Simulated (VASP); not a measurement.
Crystal: MoSe2.

```xyz
6
Lattice="3.2785 0.0000 0.0000 -1.6392 2.8392 0.0000 0.0000 0.0000 12.7295" Properties=species:S:1:pos:R:3 pbc="T T T"
Mo    1.6392    0.9464    9.5471
Mo    0.0000    1.8928    3.1824
Se    0.0000    1.8928   11.2228
Se    1.6392    0.9464    4.8581
Se    0.0000    1.8928    7.8714
Se    1.6392    0.9464    1.5067
```

The cell is a database's computed one.

Program: VASP 6.6.1. Alike in all runs: potentials or basis VASP PAW PBE potentials, release 64 (Mo_sv, Se); no spin polarisation; cell as given; cutoff (eV) 450; smearing gaussian 0.02 eV. Hardware: 4 MPI ranks on Intel(R) Xeon(R) Platinum 8259CL CPU @ 2.50GHz (Skylake/Cascade Lake), with other jobs on the host.

Order these runs on this cell by their wall time, lowest first.
A. task band structure; level PBE; k mesh 12 × 12 × 4
B. task band structure; level r2SCAN; k mesh 12 × 12 × 4
C. task dielectric tensor; level PBE; k mesh 11 × 11 × 3

A (140 s), B (480 s), C (1600 s).
